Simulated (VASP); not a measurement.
# BN (F-43m) in VASP: notebook

The runs below take BN through relaxation of cell and atoms, single point, with PBEsol.

Everything below comes from runs of VASP 6.6.1. Logs are shortened: lines on timing, memory, paths and dates and some standing lists are left out, and cuts for length are marked.

**The experiment to reproduce.**

From a printed reference work, monograph, for a bulk crystal of BN at 300 K: band gap 6.4 eV (indirect).

The results are compared with them further down.

## (1) The crystal as given

Symmetry: F-43m, No. 216, cubic system. Conventional cell: a = 3.626 Å, b = 3.626 Å, c = 3.626 Å, α = 90.00°, β = 90.00°, γ = 90.00°. Around B (site symmetry -43m) lie 4 N at 1.57 Å. N (site symmetry -43m) is surrounded by 4 B at 1.57 Å.

The cell is a database's computed one.

## (2) Relaxation of cell and atoms, PBEsol

File INCAR:

```
ALGO     = Normal         # electronic algorithm
EDIFF    = 1E-7           # SCF threshold, eV
EDIFFG   = -0.005         # ionic threshold
ENCUT    = 600            # plane-wave cutoff, eV
GGA      = PS             # functional
IBRION   = 2              # ionic algorithm
ISIF     = 3              # what is computed and relaxed
ISMEAR   = 0              # smearing method
LASPH    = True           # aspherical terms in the spheres
LCHARG   = False          # write CHGCAR
LREAL    = False          # projectors in reciprocal space
LWAVE    = False          # write WAVECAR
NELM     = 100            # most SCF steps
NSW      = 90             # ionic steps
PREC     = Accurate       # precision mode
SIGMA    = 0.02           # smearing width, eV
```

File KPOINTS:

```
k-points
0
Gamma
  4 4 4
```

File POSCAR:

```
BN
1.0
    0.0000000000      1.8130010000      1.8130010000
    1.8130010000      0.0000000000      1.8130010000
    1.8130010000      1.8130010000      0.0000000000
B N
1 1
Direct
    0.0000000000      0.0000000000      0.0000000000
    0.2500000000      0.2500000000      0.2500000000
```

Potentials or basis: VASP PAW PBE potentials, release 64 (B, N).

Started as:

```console
> cat potpaw_PBE.64/B/POTCAR potpaw_PBE.64/N/POTCAR > POTCAR
> mpirun -np 1 vasp_std > vasp.out
```

OUTCAR:

```text
EDIFF = 1E-7
   EDIFFG = -0.005
   ENCUT = 600
   GGA = PS
   IBRION = 2
   ISIF = 3
   ISMEAR = 0
   LASPH = True
   LREAL = False
   NELM = 100
   NSW = 90
   PREC = Accurate

 ion  position               nearest neighbor table
   1  0.000  0.000  0.000-   2 1.57   2 1.57   2 1.57   2 1.57
   2  0.250  0.250  0.250-   1 1.57   1 1.57   1 1.57   1 1.57

  LATTYP: Found a face centered cubic cell.
 ALAT       =     3.6260020000

  Lattice vectors:

 A1 = (   0.0000000000,   1.8130010000,   1.8130010000)
 A2 = (   1.8130010000,   0.0000000000,   1.8130010000)
 A3 = (   1.8130010000,   1.8130010000,   0.0000000000)

Analysis of symmetry for initial positions (statically):
=====================================================================
 Subroutine PRICEL returns:
 Original cell was already a primitive cell.

 Routine SETGRP: Setting up the symmetry group for a
 face centered cubic supercell.

 Subroutine GETGRP returns: Found 24 space group operations
 (whereof 24 operations were pure point group operations)
 out of a pool of 48 trial point group operations.

The static configuration has the point symmetry T_d .

Analysis of symmetry for dynamics (positions and initial velocities):
=====================================================================
 Subroutine PRICEL returns:
 Original cell was already a primitive cell.

 Routine SETGRP: Setting up the symmetry group for a
 face centered cubic supercell.

 Subroutine GETGRP returns: Found 24 space group operations
 (whereof 24 operations were pure point group operations)
 out of a pool of 48 trial point group operations.

The dynamic configuration has the point symmetry T_d .

 Subroutine INISYM returns: Found 24 space group operations
 (whereof 24 operations are pure point group operations),
 and found     1 'primitive' translations

----------------------------------------------------------------------------------------

                                     Primitive cell

  volume of cell :      11.9186

  direct lattice vectors                    reciprocal lattice vectors
     0.000000000  1.813001000  1.813001000    -0.275785838  0.275785838  0.275785838
     1.813001000  0.000000000  1.813001000     0.275785838 -0.275785838  0.275785838
     1.813001000  1.813001000  0.000000000     0.275785838  0.275785838 -0.275785838

  length of vectors
     2.563970603  2.563970603  2.563970603     0.477675083  0.477675083  0.477675083

  position of ions in fractional coordinates (direct lattice)
     0.000000000  0.000000000  0.000000000
     0.250000000  0.250000000  0.250000000

  ion indices of the primitive-cell ions
   primitive index   ion index
                 1           1
                 2           2

----------------------------------------------------------------------------------------

 KPOINTS: k-points

Automatic generation of k-mesh.
 Grid dimensions read from file:
 generate k-points for:    4    4    4

 Generating k-lattice:

  Cartesian coordinates                     Fractional coordinates (reciprocal lattice)
    -0.068946459  0.068946459  0.068946459     0.250000000  0.000000000  0.000000000
     0.068946459 -0.068946459  0.068946459     0.000000000  0.250000000  0.000000000
     0.068946459  0.068946459 -0.068946459     0.000000000  0.000000000  0.250000000

  Length of vectors
     0.119418771  0.119418771  0.119418771

  Shift w.r.t. Gamma in fractional coordinates (k-lattice)
     0.000000000  0.000000000  0.000000000

 Subroutine IBZKPT returns following result:
 ===========================================

 Found      8 irreducible k-points:

 Following reciprocal coordinates:
            Coordinates               Weight
  0.000000  0.000000  0.000000      1.000000
  0.250000  0.000000  0.000000      8.000000
  0.500000  0.000000  0.000000      4.000000
  0.250000  0.250000  0.000000      6.000000
  0.500000  0.250000  0.000000     24.000000
 -0.250000  0.250000  0.000000     12.000000
  0.500000  0.500000  0.000000      3.000000
 -0.250000  0.500000  0.250000      6.000000
   k-points           NKPTS =      8   k-points in BZ     NKDIM =      8   number of bands    NBANDS=      8
   number of dos      NEDOS =    301   number of ions     NIONS =      2
   total plane-waves  NPLWV =   8000
   dimension x,y,z NGX =    20 NGY =   20 NGZ =   20
   dimension x,y,z NGXF=    40 NGYF=   40 NGZF=   40
   ions per type =               1   1
   NGX,Y,Z   is equivalent  to a cutoff of  12.97, 12.97, 12.97 a.u.
   NGXF,Y,Z  is equivalent  to a cutoff of  25.94, 25.94, 25.94 a.u.
 SYSTEM =  unknown system
   PREC   = accura    normal or accurate (medium, high low for compatibility)
   ISTART =      0    job   : 0-new  1-cont  2-samecut
   ICHARG =      2    charge: 1-file 2-atom 10-const
   ISPIN  =      1    spin polarized calculation?
   LNONCOLLINEAR =      F non collinear calculations
   LSORBIT =      F    spin-orbit coupling
   LASPH  =      T    aspherical Exc in radial PAW
   ENCUT  =  600.0 eV  44.10 Ry    6.64 a.u.   5.12  5.12  5.12*2*pi/ulx,y,z
   NELM   =    100;   NELMIN=  2; NELMDL= -5     # of ELM steps
   EDIFF  = 0.1E-06   stopping-criterion for ELM
   LREAL  =      F    real-space projection
   EDIFFG = -.5E-02   stopping-criterion for IOM
   NSW    =     90    number of steps for IOM
   IBRION =      2    ionic relax: 0-MD 1-quasi-New 2-CG
   NFREE  =      1    steps in history (QN), initial steepest desc. (CG)
   ISIF   =      3    stress and relaxation
   ISYM   =      2    0-nonsym 1-usesym 2-fastsym
   POTIM  = 0.5000    time-step for ionic-motion
   TEBEG  =    0.0;   TEEND  =   0.0 temperature during run
   PSTRESS=    0.0 pullay stress
   NELECT =       8.0000    total number of electrons
   NUPDOWN=      -1.0000    fix difference up-down
   EMIN   =  10.00;   EMAX   =-10.00  energy-range for DOS
   EFERMI =   0.00;   METHOD = LEGACY
   ISMEAR =     0;   SIGMA  =   0.02  broadening in eV -4-tet -1-fermi 0-gaus
   EFERMI_NEDOS =   21; number of points for ismear=-14 and -15
   IALGO  =     38    algorithm
   IMIX   =      4    mixing-type and parameters
     AMIX     =   0.40;   BMIX     =  1.00
     AMIX_MAG =   1.60;   BMIX_MAG =  1.00
  volume/ion in A,a.u.               =       5.96        40.22
  Fermi-wavevector in a.u.,A,eV,Ry     =   1.433387  2.708709 27.954506  2.054598
  Thomas-Fermi vector in A             =   2.552911
   LORBIT       =      0    0 simple, 1 ext, 2 COOP (PROOUT), +10 PAW based schemes
   GGA     = PS    functional components
   LHFCALC =     F    Hartree Fock is set to
   AEXX    =    0.0000 exact exchange contribution
   IVDW    =     0    specifies the selected vdW correction
   LEPSILON=     F    determine dielectric tensor
   LRPA    =     F    only Hartree local field effects (RPA)
 conjugate gradient relaxation of ions
 non-spin polarized calculation
 Gauss-broadening in eV      SIGMA  =   0.02
  energy-cutoff  :      600.00
  volume of cell :       11.92
 maximum number of plane-waves:       415
   NGX = 11   NGY = 11   NGZ = 11

--------------------------------------- Ionic step        1  -------------------------------------------

 number of electron       7.9999999 magnetization

 Free energy of the ion-electron system (eV)
  ---------------------------------------------------
  ext. energy  EPLUGINS =         0.00000000
  ---------------------------------------------------
  free energy    TOTEN  =       -18.27116388 eV

  energy without entropy =      -18.27116388  energy(sigma->0) =      -18.27116388

------------------------ aborting loop because EDIFF is reached ----------------------------------------

  FORCE on cell =-STRESS in cart. coord.  units (eV):
  Direction    XX          YY          ZZ          XY          YZ          ZX
  --------------------------------------------------------------------------------------
  -------------------------------------------------------------------------------------
  Total       -0.3993616     -0.3993616     -0.3993616      0.0000000     -0.0000000     -0.0000000
  in kB      -53.6849814    -53.6849814    -53.6849814      0.0000000     -0.0000000     -0.0000000
  external PRESSURE =     -53.6849814 kB  Pullay stress =       0.0000000 kB

 VOLUME and BASIS-vectors are now :
 -----------------------------------------------------------------------------
  energy-cutoff  :      600.00
  volume of cell :       11.92
      direct lattice vectors                 reciprocal lattice vectors
     0.000000000  1.813001000  1.813001000    -0.275785838  0.275785838  0.275785838
     1.813001000  0.000000000  1.813001000     0.275785838 -0.275785838  0.275785838
     1.813001000  1.813001000  0.000000000     0.275785838  0.275785838 -0.275785838
[... 37 lines left out ...]
 POSITION                                       TOTAL-FORCE (eV/Angst)
 -----------------------------------------------------------------------------------
      1.79554      3.59107      1.79554        -0.000000     -0.000000     -0.000000
      0.89777      0.89777      0.89777         0.000000      0.000000      0.000000
 -----------------------------------------------------------------------------------
    total drift:                                0.000000      0.000000      0.000000

  FREE ENERGIE OF THE ION-ELECTRON SYSTEM (eV)
  ---------------------------------------------------
  free  energy   TOTEN  =       -18.2709196854 eV

  energy  without entropy=      -18.2709196854  energy(sigma->0) =      -18.27091969

--------------------------------------- Ionic step        3  -------------------------------------------

 number of electron       7.9999999 magnetization

 Free energy of the ion-electron system (eV)
  ---------------------------------------------------
  ext. energy  EPLUGINS =         0.00000000
  ---------------------------------------------------
  free energy    TOTEN  =       -18.27403133 eV

  energy without entropy =      -18.27403133  energy(sigma->0) =      -18.27403133

 E-fermi :   7.5681     XC(G=0): -13.0335

 val. band max:        7.4619165330   @ k =   0.0000   0.0000   0.0000
 cond. band min:      11.7163185487   @ k =   0.5000   0.5000   0.0000
 fundamental gap:      4.2544020158
 Fermi energy:         7.5680772591

 k-point     1 :       0.0000    0.0000    0.0000
  band No.  band energies     occupation
      1     -12.8655      2.00000
      2       7.4619      2.00000
      3       7.4619      2.00000
      4       7.4619      2.00000
      5      16.2183      0.00000
      6      16.2183      0.00000
      7      16.2183      0.00000
      8      17.8028      0.00000

 k-point     2 :       0.2500    0.0000    0.0000
  band No.  band energies     occupation
      1     -11.3694      2.00000
      2       1.9167      2.00000
      3       6.3173      2.00000
      4       6.3173      2.00000
      5      17.0735      0.00000
      6      17.7465      0.00000
      7      17.7465      0.00000
      8      21.0011      0.00000
[... 86 lines left out ...]
 POSITION                                       TOTAL-FORCE (eV/Angst)
 -----------------------------------------------------------------------------------
      0.00000     -0.00000      0.00000         0.000000      0.000000      0.000000
      0.90220      0.90220      0.90220        -0.000000     -0.000000     -0.000000
 -----------------------------------------------------------------------------------
    total drift:                                0.000000      0.000000      0.000000

  FREE ENERGIE OF THE ION-ELECTRON SYSTEM (eV)
  ---------------------------------------------------
  free  energy   TOTEN  =       -18.2740313285 eV

  energy  without entropy=      -18.2740313285  energy(sigma->0) =      -18.27403133

 reached required accuracy - stopping structural energy minimisation
```

Wall time 3.1 s (1 thread of Intel Xeon 6975P-C (Granite Rapids), shared host); peak memory 0.11 GiB.

What came out:

| Quantity | Value |
| --- | --- |
| Free energy | -18.2740 eV |
| Relaxed volume | 5.87 Å³/atom |
| Relaxed cell | a = 2.552 Å, b = 2.552 Å, c = 2.552 Å, α = 60.00°, β = 60.00°, γ = 60.00° |
| Space group after relaxing (to 0.05 Å) | F-43m (No. 216) |
| Energy gained by relaxing | 1.4 meV/atom |
| Ionic steps | 3 |
| Pressure after relaxing | 0.0 GPa |
| Band gap on the k mesh | 4.25 eV, indirect (least direct gap 8.76 eV) |

The path:
| step | energy change (eV) | largest force (eV/Å) | pressure (GPa) | volume (Å³) |
| --- | --- | --- | --- | --- |
| 1 | 0.0000 | 0.0000 | -5.37 | 11.92 |
| 2 | 0.0002 | 0.0000 | 5.87 | 11.58 |
| 3 | -0.0029 | 0.0000 | -0.01 | 11.75 |

Final structure:
```cif
data_structure
_symmetry_space_group_name_H-M 'P 1'
_symmetry_Int_Tables_number 1
_cell_length_a 2.5518
_cell_length_b 2.5518
_cell_length_c 2.5518
_cell_angle_alpha 60.000
_cell_angle_beta 60.000
_cell_angle_gamma 60.000
_cell_volume 11.75
loop_
_atom_site_label
_atom_site_type_symbol
_atom_site_fract_x
_atom_site_fract_y
_atom_site_fract_z
_atom_site_occupancy
B1 B 0.00000 0.00000 0.00000 1
N1 N 0.25000 0.25000 0.25000 1
```

Levels at points of the mesh, in eV from the valence-band top:
```
           k point  band 1  band 2  band 3  band 4  band 5  band 6  band 7  band 8
(0.00, 0.00, 0.00)  -20.33    0.00    0.00    0.00    8.76    8.76    8.76   10.34
(0.50, 0.00, 0.00)  -16.03  -10.85   -1.96   -1.96   10.14   10.62   10.62   15.12
(0.50, 0.50, 0.00)  -14.64   -9.02   -4.98   -4.98    4.25    9.09   17.94   17.94
```

Caveat: the k mesh is coarse (spacing up to 0.75 Å⁻¹), so the values aren't converged; the PAW data sets were made with another functional, which shifts forces and pressure a little. A k mesh can miss the band edges.

## (3) Single point, PBEsol

File INCAR:

```
PREC = Accurate
ENCUT = 520
EDIFF = 1E-7
ISMEAR = 0
SIGMA = 0.02
LREAL = False
LASPH = True
NELM = 100
ALGO = Normal
ISIF = 2
LWAVE = False
LCHARG = True
GGA = PS
LELF = True
LVHAR = True
```

File KPOINTS:

```
regular mesh
0
Gamma
  12 12 12
```

POSCAR is that of step 2.

Potentials or basis: VASP PAW PBE potentials, release 64 (B, N).

Started as:

```console
> cat potpaw_PBE.64/B/POTCAR potpaw_PBE.64/N/POTCAR > POTCAR
> mpirun -np 1 vasp_std > vasp.out
```

It took 4.6 s on 1 thread of Intel Xeon 6975P-C (Granite Rapids), shared host; peak memory 0.11 GiB.

It converged, with:

* Free energy: -18.3440 eV
* Pressure: -5.7 GPa
* Band gap on the k mesh: 4.27 eV, indirect (least direct gap 8.72 eV)

Levels at points of the mesh, in eV from the valence-band top:
| k point | band 2 | band 3 | band 4 | band 5 | band 6 | band 7 |
| --- | --- | --- | --- | --- | --- | --- |
| (0.00, 0.00, 0.00) | 0.00 | 0.00 | 0.00 | 8.72 | 8.72 | 8.72 |
| (0.50, 0.00, 0.00) | -10.69 | -1.93 | -1.93 | 9.97 | 10.57 | 10.57 |
| (0.50, 0.50, 0.00) | -8.91 | -4.89 | -4.89 | 4.27 | 9.04 | 17.74 |

Caveat: the PAW data sets were made with another functional, which shifts forces and pressure a little.

## (4) Against experiment

Step 3. A measured gap of BN is 6.4 eV (indirect; 300 K; a printed reference work, monograph); the calculated 4.27 eV misses it by -2.13 eV. The value is that of PBEsol on a finite k mesh, which can miss the band edges, without temperature or zero-point motion. Semilocal functionals fall short of measured gaps as a rule. The cell is a database's relaxed one, not the measured one, which moves gaps too.
